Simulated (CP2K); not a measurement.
Crystal: BN.

```
CELL_PARAMETERS angstrom
2.49824 0.00000 0.00000
-1.24912 2.16354 0.00000
0.00000 0.00000 6.63570
ATOMIC_POSITIONS crystal
N 0.66667 0.33333 0.25000
N 0.33333 0.66667 0.75000
B 0.66667 0.33333 0.75000
B 0.33333 0.66667 0.25000
```

Base run:

| Quantity | Value |
| --- | --- |
| Program | CP2K 2026.2 |
| Functional | BEEF-vdW |
| Potentials or basis | POTENTIAL_UZH N GTH-PBE-q5, B GTH-PBE-q3; TZVP-MOLOPT-PBE-GTH basis |
| Density cutoff | 9184 eV |
| k mesh | 12 × 12 × 4 |
| Occupations | fermi-dirac, width 0.05 eV |
| Spin | no spin polarisation |

Its results: band gap on the k mesh 4.50 eV, indirect (least direct gap 4.81 eV); pressure 1.4 GPa.

**Question.** After a change of settings the same cell gave: band gap on the k mesh 4.88 eV, indirect (least direct gap 5.31 eV); pressure 2.0 GPa. Which change was it?
A. functional from BEEF-vdW to BLYP
B. functional from BEEF-vdW to LDA
C. functional from BEEF-vdW to r2SCAN
D. functional from BEEF-vdW to AM05

**Answer.** C.

Caveats: the potentials were made for another functional, which shifts forces and pressure; the basis of atomic orbitals isn't converged, which shifts pressures, moduli and gaps.
